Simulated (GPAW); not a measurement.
# CuI (F-43m): G0W0 with GPAW, start to end, part 2 of 2

How does a plane-wave GW calculation on CuI (F-43m) run from the first input to the gap?

GPAW 26.7.0; PBE and many-body steps on it, plane waves. Known limits of the many-body steps: not at the basis limit; d shell near the gap, gap tends to lie low; no spin-orbit coupling.

So far. Step 3 (Bands along the symmetry lines): The gap is 1.138 eV, as in the run before at this level. Step 4 (Empty states on the mesh, 4×4×4 mesh, 242 bands): On this mesh the gap is 1.138 eV.

The database entry behind the starting cell differs from later determinations by our own check (about 0.15 % long (mineral sample)), so it need not match the best structure at ambient conditions.

### Step 5. Screening and self-energy, 4×4×4 mesh, 232 bands, screening to 150 eV

Now the one-shot GW correction: screening in the RPA, then the self-energy of the levels asked for.

This step: G0W0 on PBE, plane waves, PAW.

File run.py:

```python
import json
import numpy as np
from gpaw.mpi import world
from gpaw.response.g0w0 import G0W0

gw = G0W0('full.gpw',
    filename='gw',
    kpts=[0],
    bands=(7, 11),
    ecut=150,
    nbands=232,
    integrate_gamma='WS',
    ppa=True)
gw.calculate()
res = {mode: {k: v for k, v in r.items() if k != 'sigma_eskwn'}
       for mode, r in gw.all_results.items()}

if world.rank == 0:
    with open('result.json', 'w') as f:
        json.dump(res, f, default=lambda x: x.tolist())
```

Command:

```sh
$ mpirun -n 8 gpaw python run.py
```

Numbers of over 12 decimals in the logs are rounded to 6 here.

The log of the run:

```text
Using integrator: PointIntegrator
FrequencyGridDescriptor(from 0.000+0.000j to 0.000+27.211j eV, 2 points)
Nonperiodic BCs:  [False False False]
Using integrator: PointIntegrator
FrequencyGridDescriptor(from 0.000+0.000j to 0.000+27.211j eV, 2 points)
Nonperiodic BCs:  [False False False]
  ___  _ _ _
 |   || | | |
 | | || | | |
 |__ ||_____|
 |___|

BZ k-points: Symmetries present (total): 24

  [... matrices ...]
64 k-points: 4 x 4 x 4 Monkhorst-Pack grid + [1/8,1/8,1/8]
8 k-points in the irreducible part of the Brillouin zone
       k-points in crystal coordinates                weights
   0:     0.00000000    0.00000000    0.00000000          1/64
   1:     0.25000000    0.25000000    0.00000000          6/64
   2:     0.25000000    0.25000000    0.25000000          8/64
   3:     0.50000000    0.25000000   -0.25000000          6/64
   4:     0.50000000    0.25000000    0.25000000         12/64
   5:     0.50000000    0.50000000    0.00000000          3/64
   6:     0.50000000    0.50000000    0.25000000         24/64
   7:     0.50000000    0.50000000    0.50000000          4/64

Distributing spins, k-points and bands (1 x 1 x 4) over 8 processes
Number of blocks: 1

Quasi particle states:
k-points (IBZ indices): [0]
Band range: (7, 11)
  [... matrices ...]
Computational parameters:
Plane wave cut-off: 150 eV
Number of bands: 232
Coulomb cutoff: None
Broadening: 0.1 eV

fxc modes: GW
Kernel: RPA
Using Godby-Needs plasmon-pole approximation:
  Fitting energy: i*E0, E0 = 1.000 Hartree
Summing all q:

Calculating screened Coulomb potential
No Coulomb truncation
FrequencyGridDescriptor(from 0.000+0.000j to 0.000+27.211j eV, 2 points)
Removing empty qpoint cache files...

Calculating chi0 body with:
    Ground state adapter containing:
    Number of spins: 1
    Number of kpoints: 64
    Number of irreducible kpoints: 8
    Number of completely occupied states: 9
    Number of partially occupied states: 9
    Occupied states memory: 2.145767 M / cpu

    Linear response parametrization:
    q_c: [0.0, 0.0, 0.0]
    Number of frequency points: 2
    Planewave cutoff: 150.0
    Number of bands: 232
    Number of planewaves: 259
    Broadening (eta): 1e-06
    comm.size: 8
    kncomm.size: 8
    blockcomm.size: 1

    Memory estimate of potentially large arrays:
        chi0_wGG: 2.047150 M / cpu
Integrating chi0 body.

Symmetries of q_c:
    Direct symmetries (Uq -> q): 24
    Indirect symmetries (TUq -> q): 24
In total 48 allowed symmetries.

  [... matrices ...]
8 groups of equivalent kpoints. 87.5% reduction.

Integral kind: response function
Integrating chi0 head and wings.

Symmetries of q_c:
    Direct symmetries (Uq -> q): 24
    Indirect symmetries (TUq -> q): 24
In total 48 allowed symmetries.

  [... matrices ...]
8 groups of equivalent kpoints. 87.5% reduction.

Integral kind: response function wings

Calculating chi0 body with:
    Ground state adapter containing:
    Number of spins: 1
    Number of kpoints: 64
    Number of irreducible kpoints: 8
    Number of completely occupied states: 9
    Number of partially occupied states: 9
    Occupied states memory: 2.145767 M / cpu

[... the further q-points ...]

Results:
f:      Occupation numbers
eps:     KS-eigenvalues [eV]
vxc:     KS vxc [eV]
exx:     Exact exchange [eV]
sigma:   Self-energies [eV]
dsigma:  Self-energy derivatives
Z:       Renormalization factors
qp:      QP-energies [eV]

k-point 0 (0): (0.000, 0.000, 0.000)                GW
band       f     eps     vxc     exx   sigma  dsigma       Z      qp
                                                                   GW
   7   1.000   4.474 -30.038 -36.126   5.369  -0.352   0.740   3.943
   8   1.000   4.474 -30.038 -36.126   5.369  -0.352   0.740   3.943
   9   0.000   5.612 -12.444  -8.089  -3.914  -0.232   0.812   5.970
  10   0.000   9.359 -11.141  -6.681  -4.183  -0.243   0.805   9.582
```

The job ended after 44 s (8 MPI ranks of Arm Neoverse V2, shared host; peak memory 2.6 GiB; 5.9 min of CPU time).

This step gave:

| Item | Value |
| --- | --- |
| G0W0 gap on the points computed | 2.027 eV |
| least direct G0W0 gap on the computed points | 2.027 eV |
| Z at the valence top | 0.7398 |
| Z at the conduction bottom | 0.8118 |
| starting gap on the mesh | 1.138 eV |
| k of the valence top | 0, 0, 0 |
| k of the conduction bottom | 0, 0, 0 |

The gap on the mesh goes from 1.14 eV to 2.03 eV, a correction of +0.89 eV.

Limits: finite bands, cutoff and mesh; d shell near the gap, gap tends to lie low; no spin-orbit coupling. v1 is the top filled band, c1 the lowest empty one. Levels before and after the correction, in eV, zero at the valence-band top of each column:

|  | conduction bottom | valence top |
| --- | --- | --- |
| Kohn-Sham | 1.14 | 0.00 |
| G0W0 | 2.03 | 0.00 |

|  | level | energy (eV) |
| --- | --- | --- |
| Kohn-Sham | Γ v2-v1 | 0.000 |
| Kohn-Sham | Γ c1 | 1.137 |
| Kohn-Sham | Γ c2 | 4.884 |
| G0W0 | Γ v2-v1 | 0.000 |
| G0W0 | Γ c1 | 2.027 |
| G0W0 | Γ c2 | 5.639 |

### Step 6. Where the time went

Times are wall times on 8 MPI ranks of Arm Neoverse V2, shared host, good to a factor of about two.

| step | time | share | memory (GiB) |
| --- | --- | --- | --- |
| ground state | 3.7 s | 6 % | 1.2 |
| bands along the symmetry lines | 5.5 s | 9 % | 1.4 |
| empty states on the mesh | 9.2 s | 15 % | 3.0 |
| screening and self-energy | 44 s | 71 % | 2.6 |

### Step 7. Results

| Property | Result |
| --- | --- |
| PBE gap | 1.14 eV, direct |
| G0W0 gap on the mesh | 2.03 eV |
| GW settings | 4×4×4 mesh, 232 bands, screening to 150 eV, Godby-Needs plasmon pole |
| known limits | not at the basis limit; d shell near the gap, gap tends to lie low; no spin-orbit coupling |

What this shows: G0W0 moves the gap on the mesh from 1.14 eV to 2.03 eV (+0.89 eV), with Z of 0.74 and 0.81 at the edges. Only 1 of the mesh's irreducible points was corrected, so a valley elsewhere could overtake. The dearest step here is «screening and self-energy». Bands and cutoff are finite, so the gap is not at the basis limit. The miss can reach some tenths of an eV and take either sign; the mesh is an error of its own. These stock PAW sets were not made for GW; the filled d or f shell of I lies in the frozen core, which bears on start and correction. In the G0W0 run levels were corrected at 1 k point alone, so a gap called «on the mesh» is the least over those, and an edge elsewhere would be missed. A d shell, filled or nearly so, lies near the gap. One-shot GW converges very slowly in bands there, not always from below, and on a semilocal start the gap tends to come out low; starts rich in exact exchange can overshoot instead. The many-body steps are scalar-relativistic: spin-orbit coupling is not in them.

[Paths, hosts, dates, memory and timing lines, banners, echoed tables and standing remarks are left out of the program output.]

[Logs are printed without paths, hosts, clocks, repeated set-up lines and the standing remarks that a program may print on its own settings, such as how far it seeks lower states.]

[Runs of the session that timed out or met a known fault of the program may be left out.]

[Hosts, paths, dates, database ids (printed as entryN), source tags and the programs' standing remarks are cut or masked in the printed files.]
